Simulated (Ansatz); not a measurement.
## SnTe under changes of volume

One of the cells (29.767 Å³/atom); the others are scaled copies at fixed shape and fractional positions:

```
CELL_PARAMETERS angstrom
3.90470 0.00000 0.00000
0.00000 3.90470 0.00000
0.00000 0.00000 3.90470
ATOMIC_POSITIONS crystal
Te 0.50000 0.50000 0.50000
Sn 0.00000 0.00000 0.00000
```

Measurements of this composition are mostly on another form, of space group No. 225.

```yaml
Program: Ansatz 0.2.0
Functional: LDA
Potentials_or_basis: all-electron LAPW, scalar-relativistic
Cutoff: 152 eV (chosen from the basis error)
Basis_error_allowed: 0.001 eV/atom
k_mesh: 7 × 7 × 7
Occupations: fermi-dirac, width 0.05 eV
Spin: no spin polarisation
```

```csv
volume (Å³/atom),energy over the lowest point (meV/atom),pressure (GPa)
27.981,0.00,-2.7
28.576,?,?
29.172,26.87,-4.2
29.767,43.87,-4.7
30.362,62.73,-5.2
30.958,83.03,-5.6
31.553,104.46,-5.9
```

**Question.** What does the run at 28.576 Å³/atom give?

**Answer.** Energy over the lowest point 12.12 meV/atom; pressure -3.5 GPa.

Worked out: A Birch-Murnaghan fit of order 3 (a polynomial in V^(-2/3)) to the other rows has no minimum within the range. It gives 12.06 meV/atom at 28.576 Å³/atom, against the run's 12.12, and -dE/dV = -3.6 GPa, against -3.5.

Energies are extrapolated to zero smearing.
